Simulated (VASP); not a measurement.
## HfB2: equation of state with PBE

The system is HfB2.

```xyz
3
Lattice="0.0000 2.7161 2.7161 2.7161 0.0000 2.7161 2.7161 2.7161 0.0000" Properties=species:S:1:pos:R:3 pbc="T T T"
Hf    0.0000    0.0000    0.0000
B     1.3580    1.3580    1.3580
B     4.0741    4.0741    4.0741
```

The cell was built by a generator and needn't be a form met in nature.

```json
{
  "Program": "VASP 6.6.1",
  "Task": "equation of state",
  "Functional": "PBE",
  "Potentials or basis": "VASP PAW PBE potentials, release 64 (Hf_pv, B)",
  "Cutoff": "520 eV",
  "k mesh": "9 × 9 × 9",
  "Occupations": "fermi-dirac, width 0.05 eV",
  "Spin": "no spin polarisation"
}
```

```json
{
  "Equilibrium volume": "13.41 Å³/atom",
  "Bulk modulus": "131 GPa",
  "Pressure derivative of the bulk modulus": "3.4"
}
```

Energy against volume, from the lowest point:
```tsv
volume (Å³/atom)	energy (meV/atom)
12.556	24.53
12.824	11.21
13.091	3.17
13.358	0.00
13.625	1.26
13.892	6.59
14.159	15.67
```

All runs of the series together: 83 s on 1 thread of Intel(R) Xeon(R) 6975P-C (Granite Rapids), with other jobs on the host.

Spin-orbit coupling is left out, which matters for the levels of Hf.
